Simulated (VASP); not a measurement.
# W (Im-3m) in VASP: elastic constants with PBE

Aim: the elastic constants of W with PBE.

Everything below comes from runs of VASP 6.6.1. Logs are shortened: lines on timing, memory, paths and dates and some standing lists are left out, and cuts for length are marked.

## (1) The crystal as given

The structure is cubic, space group Im-3m (No. 229). The conventional cell has a = 3.186 Å, b = 3.186 Å, c = 3.186 Å, α = 90.00°, β = 90.00°, γ = 90.00°. W (site symmetry m-3m) is surrounded by 8 W at 2.76 Å.

The cell was built by a generator and needn't be a form met in nature.

## (2) Elastic constants, PBE

Contents of POSCAR:

```
W
1.0
   -1.5928109403      1.5928109403      1.5928109403
    1.5928109403     -1.5928109403      1.5928109403
    1.5928109403      1.5928109403     -1.5928109403
  W
     1
Direct
     0.0000000000000000    0.0000000000000000    0.0000000000000000
```

Contents of INCAR.step1:

```
SYSTEM = W
  PREC = Accurate
  ENCUT = 600
  EDIFF = 1E-8
  ISMEAR = 1
  SIGMA = 0.2
  LREAL = .FALSE.
  LASPH = .TRUE.
  NELM = 100
  ALGO = Normal
  ISIF = 3
  LWAVE = .FALSE.
  LCHARG = .FALSE.
  GGA = PE
  KPAR = 8
  IBRION = 2
  NSW = 40
  EDIFFG = -0.002
```

Contents of INCAR.step2:

```
SYSTEM = W
  PREC = Accurate
  ENCUT = 600
  EDIFF = 1E-8
  ISMEAR = 1
  SIGMA = 0.2
  LREAL = .FALSE.
  LASPH = .TRUE.
  NELM = 100
  ALGO = Normal
  ISIF = 3
  LWAVE = .FALSE.
  LCHARG = .FALSE.
  GGA = PE
  KPAR = 8
  IBRION = 6
  NFREE = 2
  POTIM = 0.015
  NSW = 1
```

Contents of KPOINTS:

```
Automatic mesh
0
G
  40 40 40
  0 0 0
```

Potentials or basis: VASP PAW PBE potentials, release 64 (W_sv).

Run with:

```bash
cat potpaw_PBE.64/W_sv/POTCAR > POTCAR
cp INCAR.step1 INCAR
mpirun -np 8 vasp_std > vasp.out
cp CONTCAR POSCAR
cp INCAR.step2 INCAR
mpirun -np 8 vasp_std > vasp.out
```

OUTCAR:

```text
SYSTEM = W
   PREC = Accurate
   ENCUT = 600
   EDIFF = 1E-8
   ISMEAR = 1
   LREAL = .FALSE.
   LASPH = .TRUE.
   NELM = 100
   ISIF = 3
   GGA = PE
   IBRION = 6
   NFREE = 2
   POTIM = 0.015
   NSW = 1

 ion  position               nearest neighbor table
   1  0.000  0.000  0.000-

  LATTYP: Found a body centered cubic cell.
 ALAT       =     3.1856218806

  Lattice vectors:

 A1 = (  -1.5928109403,   1.5928109403,   1.5928109403)
 A2 = (   1.5928109403,  -1.5928109403,   1.5928109403)
 A3 = (   1.5928109403,   1.5928109403,  -1.5928109403)

Analysis of symmetry for initial positions (statically):
=====================================================================
 Subroutine PRICEL returns:
 Original cell was already a primitive cell.

 Routine SETGRP: Setting up the symmetry group for a
 body centered cubic supercell.

 Subroutine GETGRP returns: Found 48 space group operations
 (whereof 48 operations were pure point group operations)
 out of a pool of 48 trial point group operations.

The static configuration has the point symmetry O_h .

Analysis of symmetry for dynamics (positions and initial velocities):
=====================================================================
 Subroutine PRICEL returns:
 Original cell was already a primitive cell.

 Routine SETGRP: Setting up the symmetry group for a
 body centered cubic supercell.

 Subroutine GETGRP returns: Found 48 space group operations
 (whereof 48 operations were pure point group operations)
 out of a pool of 48 trial point group operations.

The dynamic configuration has the point symmetry O_h .

 Subroutine INISYM returns: Found 48 space group operations
 (whereof 48 operations are pure point group operations),
 and found     1 'primitive' translations

----------------------------------------------------------------------------------------

                                     Primitive cell

  volume of cell :      16.1641

  direct lattice vectors                    reciprocal lattice vectors
    -1.592810940  1.592810940  1.592810940     0.000000000  0.313910451  0.313910451
     1.592810940 -1.592810940  1.592810940     0.313910451  0.000000000  0.313910451
     1.592810940  1.592810940 -1.592810940     0.313910451  0.313910451  0.000000000

  length of vectors
     2.758829475  2.758829475  2.758829475     0.443936417  0.443936417  0.443936417

  position of ions in fractional coordinates (direct lattice)
     0.000000000  0.000000000  0.000000000

  ion indices of the primitive-cell ions
   primitive index   ion index
                 1           1

----------------------------------------------------------------------------------------

 KPOINTS: Automatic mesh

Automatic generation of k-mesh.
 Grid dimensions read from file:
 generate k-points for:   40   40   40

 Generating k-lattice:

  Cartesian coordinates                     Fractional coordinates (reciprocal lattice)
     0.000000000  0.007847761  0.007847761     0.025000000  0.000000000  0.000000000
     0.007847761  0.000000000  0.007847761     0.000000000  0.025000000  0.000000000
     0.007847761  0.007847761  0.000000000     0.000000000  0.000000000  0.025000000

  Length of vectors
     0.011098410  0.011098410  0.011098410

  Shift w.r.t. Gamma in fractional coordinates (k-lattice)
     0.000000000  0.000000000  0.000000000

 Subroutine IBZKPT returns following result:
 ===========================================

 Found   1661 irreducible k-points:

 Following reciprocal coordinates:
[... 91 lines left out ...]
  ext. energy  EPLUGINS =         0.00000000
  ---------------------------------------------------
  free energy    TOTEN  =       -12.95495813 eV

  energy without entropy =      -12.95518388  energy(sigma->0) =      -12.95503338

------------------------ aborting loop because EDIFF is reached ----------------------------------------

  FORCE on cell =-STRESS in cart. coord.  units (eV):
  Direction    XX          YY          ZZ          XY          YZ          ZX
  --------------------------------------------------------------------------------------
  -------------------------------------------------------------------------------------
  Total       -0.0003977     -0.0003977     -0.0003977      0.0000000      0.0000000      0.0000000
  in kB       -0.0394161     -0.0394161     -0.0394161      0.0000000      0.0000000      0.0000000
  external PRESSURE =      -0.0394161 kB  Pullay stress =       0.0000000 kB
[... 86 lines left out ...]
  FREE ENERGIE OF THE ION-ELECTRON SYSTEM (eV)
  ---------------------------------------------------
  free  energy   TOTEN  =       -12.9489466822 eV

  energy  without entropy=      -12.9492114253  energy(sigma->0) =      -12.94903493

[... ionic steps 4 to 12 ...]

--------------------------------------- Ionic step       13  -------------------------------------------

 number of electron      14.0000002 magnetization

------------------------ aborting loop because EDIFF is reached ----------------------------------------
[... 65 lines left out ...]
--------------------------------------- Ionic step       15  -------------------------------------------

 number of electron      14.0000001 magnetization

 Free energy of the ion-electron system (eV)
  ---------------------------------------------------
  ext. energy  EPLUGINS =         0.00000000
  ---------------------------------------------------
  free energy    TOTEN  =       -12.95495794 eV

  energy without entropy =      -12.95518370  energy(sigma->0) =      -12.95503319

 E-fermi :  11.1797     XC(G=0): -13.5307

 val. band max:       11.1793885613   @ k =  -0.2750   0.3250   0.1500
 cond. band min:      11.1801402409   @ k =  -0.3000   0.3000   0.2750
 fundamental gap:      0.0007516796
 Fermi energy:        11.1796881046

 k-point     1 :       0.0000    0.0000    0.0000
  band No.  band energies     occupation
      1     -63.0490      2.00000
      2     -26.6387      2.00000
      3     -26.6387      2.00000
      4     -26.6387      2.00000
      5       1.6345      2.00000
      6       9.9650      2.00000
      7       9.9650      2.00000
      8       9.9650      2.00000
      9      13.3772     -0.00000
     10      13.3772     -0.00000
     11      25.6356      0.00000
[... 309 lines left out ...]
 k-point    24 :       0.0750    0.0250    0.0000
  band No.  band energies     occupation
      1     -63.0395      2.00000
      2     -26.7407      2.00000
      3     -26.6669      2.00000
      4     -26.6420      2.00000
      5       2.0143      2.00000
      6       9.7524      2.00000
      7       9.8823      2.00000
      8      10.3415      2.00000
      9      13.0392     -0.00000
     10      13.3890     -0.00000
     11      25.9377      0.00000

 [... further k-points ...]
[... 5 lines left out ...]
  --------------------------------------------------------------------------------------
  -------------------------------------------------------------------------------------
  Total       -0.0003605     -0.0003605     -0.0003605     -0.0000000      0.0000000     -0.0000000
  in kB       -0.0357313     -0.0357313     -0.0357313     -0.0000000      0.0000000     -0.0000000
  external PRESSURE =      -0.0357313 kB  Pullay stress =       0.0000000 kB
[... 16 lines left out ...]
  FREE ENERGIE OF THE ION-ELECTRON SYSTEM (eV)
  ---------------------------------------------------
  free  energy   TOTEN  =       -12.9549579421 eV

  energy  without entropy=      -12.9551836958  energy(sigma->0) =      -12.95503319

 INTERNAL STRAIN TENSORS FROM STRAINED CELLS
 ============================================

 INTERNAL STRAIN TENSOR FOR ION    1 for displacements in x,y,z  (eV/Angst):
          X           Y           Z          XY          YZ          ZX
  --------------------------------------------------------------------------------
  x    -0.00000    -0.00000     0.00000     0.00000     0.00000    -0.00000
  y     0.00000     0.00000    -0.00000     0.00000    -0.00000     0.00000
  z     0.00000     0.00000    -0.00000     0.00000    -0.00000    -0.00000

 INTERNAL STRAIN TENSORS FROM DISPLACED ATOMS
 ============================================

 INTERNAL STRAIN TENSOR FOR ION    1 for displacements in x,y,z  (eV/Angst):
          X           Y           Z          XY          YZ          ZX
  --------------------------------------------------------------------------------
  x     0.00000     0.00000     0.00000     0.00000     0.00000     0.00000
  y     0.00000     0.00000     0.00000     0.00000     0.00000     0.00000
  z     0.00000     0.00000     0.00000     0.00000     0.00000     0.00000

 Eigenvectors and eigenvalues of the dynamical matrix
 ----------------------------------------------------

   1 f/i=    0.000000 THz     0.000000 2PiTHz    0.000000 cm-1     0.000000 meV
             X         Y         Z           dx          dy          dz
      0.000000  0.000000  0.000000     1.000000    0.000000    0.000000

   2 f/i=    0.000000 THz     0.000000 2PiTHz    0.000000 cm-1     0.000000 meV
             X         Y         Z           dx          dy          dz
      0.000000  0.000000  0.000000     0.000000    1.000000    0.000000

   3 f/i=    0.000000 THz     0.000000 2PiTHz    0.000000 cm-1     0.000000 meV
             X         Y         Z           dx          dy          dz
      0.000000  0.000000  0.000000     0.000000    0.000000    1.000000

--------------------------------------------------------------------------------------------------------

 ELASTIC MODULI CONTR FROM IONIC RELAXATION (kBar)
 Direction    XX          YY          ZZ          XY          YZ          ZX
 --------------------------------------------------------------------------------
 XX           0.0000      0.0000      0.0000      0.0000      0.0000      0.0000
 YY           0.0000      0.0000      0.0000      0.0000      0.0000      0.0000
 ZZ           0.0000      0.0000      0.0000      0.0000      0.0000      0.0000
 XY           0.0000      0.0000      0.0000      0.0000      0.0000      0.0000
 YZ           0.0000      0.0000      0.0000      0.0000      0.0000      0.0000
 ZX           0.0000      0.0000      0.0000      0.0000      0.0000      0.0000
 --------------------------------------------------------------------------------

 TOTAL ELASTIC MODULI (kBar)
 Direction    XX          YY          ZZ          XY          YZ          ZX
 --------------------------------------------------------------------------------
 XX        5140.6360   2008.2462   2008.2462     -0.0000      0.0000     -0.0000
 YY        2008.2462   5140.6360   2008.2462      0.0000     -0.0000      0.0000
 ZZ        2008.2462   2008.2462   5140.6360      0.0000      0.0000      0.0000
 XY          -0.0000      0.0000      0.0000   1442.2136     -0.0000      0.0000
 YZ           0.0000     -0.0000      0.0000     -0.0000   1442.2136      0.0000
 ZX          -0.0000      0.0000      0.0000      0.0000      0.0000   1442.2136
 --------------------------------------------------------------------------------
```

It took 30 min on 8 MPI ranks of Intel Xeon Platinum 8488C (Sapphire Rapids), shared host; peak memory 5.2 GiB.

What came out:

```yaml
Elastic_constants_C11_C12_C44: 514, 201, 144 GPa
Voigt_bulk_modulus: 305 GPa
```

Elastic tensor in Voigt notation (GPa, in the Cartesian axes of the cell as first typed):
```
514 201 201   0   0   0
201 514 201   0   0   0
201 201 514   0   0   0
  0   0   0 144   0   0
  0   0   0   0 144   0
  0   0   0   0   0 144
```

Clamped-ion elastic tensor (GPa):
```
514 201 201   0   0   0
201 514 201   0   0   0
201 201 514   0   0   0
  0   0   0 144   0   0
  0   0   0   0 144   0
  0   0   0   0   0 144
```

The run has no spin-orbit coupling, so splittings on W are missing.
